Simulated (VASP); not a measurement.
Set up this calculation in VASP 6.6.1, as the native input.

| Quantity | Value |
| --- | --- |
| Task | band structure |
| Functional | r2SCAN |
| Potentials or basis | VASP PAW PBE potentials, release 64 (Ge_d) |
| Cutoff | 520 eV |
| k mesh | 6 × 6 × 6 |
| Occupations | fermi-dirac, width 0.05 eV |
| Spin | spin-orbit coupling, no magnetisation |
| Further INCAR settings | ALGO = Normal; EDIFF = 1e-06 |

The structure of Ge lies in POSCAR:

```
Ge
1.0
    0.0000000000      2.8289100000      2.8289100000
    2.8289100000      0.0000000000      2.8289100000
    2.8289100000      2.8289100000      0.0000000000
Ge
2
Direct
    0.7500000000      0.7500000000      0.7500000000
    0.5000000000      0.5000000000      0.5000000000
```

These files were run (other wordings do the same):

INCAR

```
PREC = Accurate ; ENCUT = 520
EDIFF = 1E-6 ; ISMEAR = -1
SIGMA = 0.05 ; LREAL = False
LASPH = True ; NELM = 100
ALGO = Normal ; ISIF = 2
LWAVE = False ; LCHARG = False
LNONCOLLINEAR = True ; MAGMOM = 0 0 0 0 0 0
LORBIT = 11 ; LSORBIT = True
GGA_COMPAT = False ; METAGGA = R2SCAN
LMIXTAU = True
```

KPOINTS

```
Automatic mesh
0
Gamma
  6 6 6
```

KPOINTS_OPT

```
path GXWKGLUWLK,UX
15
line-mode
reciprocal
 0.0000000000  0.0000000000  0.0000000000  G
 0.5000000000  0.0000000000  0.5000000000  X

 0.5000000000  0.0000000000  0.5000000000  X
 0.5000000000  0.2500000000  0.7500000000  W

 0.5000000000  0.2500000000  0.7500000000  W
 0.3750000000  0.3750000000  0.7500000000  K

 0.3750000000  0.3750000000  0.7500000000  K
 0.0000000000  0.0000000000  0.0000000000  G

 0.0000000000  0.0000000000  0.0000000000  G
 0.5000000000  0.5000000000  0.5000000000  L

 0.5000000000  0.5000000000  0.5000000000  L
 0.6250000000  0.2500000000  0.6250000000  U

 0.6250000000  0.2500000000  0.6250000000  U
 0.5000000000  0.2500000000  0.7500000000  W

 0.5000000000  0.2500000000  0.7500000000  W
 0.5000000000  0.5000000000  0.5000000000  L

 0.5000000000  0.5000000000  0.5000000000  L
 0.3750000000  0.3750000000  0.7500000000  K

 0.6250000000  0.2500000000  0.6250000000  U
 0.5000000000  0.0000000000  0.5000000000  X
```

Potentials or basis: VASP PAW PBE potentials, release 64 (Ge_d).

Command:

```console
$ cat potpaw_PBE.64/Ge_d/POTCAR > POTCAR
$ mpirun -np 1 vasp_ncl > vasp.out
```

Results of the run:

- Pressure: 0.6 GPa
- Valence electrons inside the program's atomic spheres: Ge 12.42

Caveat: the PAW data sets were made with another functional, which shifts forces and pressure a little.

It took 21 min on 1 thread of Intel(R) Xeon(R) Platinum 8559C (Emerald Rapids), on a shared host, peak memory 0.35 GiB.
